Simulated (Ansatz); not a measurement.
**Se: course of a relaxation**

These are results of Ansatz 0.2.0, DFT PBEsol, scalar-relativistic, plane waves, PAW, not measurements. Settings: 420 eV cutoff, 12×12×8 k-mesh, Gaussian smearing of 0.10 eV, no spin polarisation.

What was changed: relaxed at 40 GPa.

Other phases may be more stable at this pressure.

Command:

```bash
ansatz run input.yaml --threads 1 --pin off --max-ram 2560MiB --backend cpu --events-out ev --progress --plain --runs-dir out
```

Input:

```yaml
crystal:
  lattice:
    - [3.4083683398, 0.0, 0.0]
    - [-1.7041841699, 2.9517335677, 0.0]
    - [0.0, 0.0, 4.9912001843]
  atoms:
    - { symbol: Se, position: [0.2942483485, 0.0, 0.3333333333] }
    - { symbol: Se, position: [0.0, 0.2942483485, 0.6666666667] }
    - { symbol: Se, position: [0.7057516515, 0.7057516515, 0.0] }
basis:
  ecutwfc: 420
kpoints:
  mp_grid: { grid: [12, 12, 8] }
hamiltonian:
  xc: pbesol
scf:
  occupations: { method: gaussian, width: 0.1 }
output:
  forces: true
  stress: true
  eigenvalues: true
  write_density: true
  write_potential: true
  elf: true
  volumetric_format: npy
relax:
  adjacent_minimum: "off"
  f_tol: 0.008
  max_steps: 50
  cell: { stress_tol: 0.08, p_target: 40.0 }
```

F is the free energy. Steps run on the plane waves of an earlier cell, but the last one, and at times one on the way, on a freshly chosen basis, so a repeated geometry can differ a little in energy. The relaxation lowers the enthalpy F + PV at the target pressure, so F itself can rise.

Steps:

```tsv
step	F − F(1) (eV)	largest force component (eV/Å)	V (Å³/atom)	P (GPa)
1	0.0000	0.272	16.738	34.78
2	0.8941	0.461	15.461	49.02
3	0.6506	0.473	15.697	43.23
4	0.6598	0.347	15.600	39.89
5	0.6836	0.199	15.538	39.74
6	0.6227	0.015	15.601	39.65
7	0.6482	0.001	15.566	39.89
8	0.6987	0.009	15.500	40.24
9	0.6687	0.000	15.539	40.04
10	0.6679	0.000	15.540	39.94
11	0.6687	0.000	15.539	40.00
12	0.6692	0.000	15.539	40.00
```

Relaxed structure:

```
CELL_PARAMETERS angstrom
3.13684 0.00000 0.00000
-1.56842 2.71659 0.00000
0.00000 0.00000 5.47037
ATOMIC_POSITIONS crystal
Se 0.33333 0.00000 0.33333
Se 0.00000 0.33333 0.66667
Se 0.66667 0.66667 0.00000
```

Symmetry: R-3m, No. 166, trigonal system. Conventional cell: a = 3.137 Å, b = 3.137 Å, c = 5.470 Å, α = 90.00°, β = 90.00°, γ = 120.00°. Se (site symmetry -3m) is surrounded by 6 Se at 2.57 Å.

The run converged. Time: 4.3 min on 1 thread of Arm Neoverse V1, with other jobs on the host, peak memory 0.41 GiB.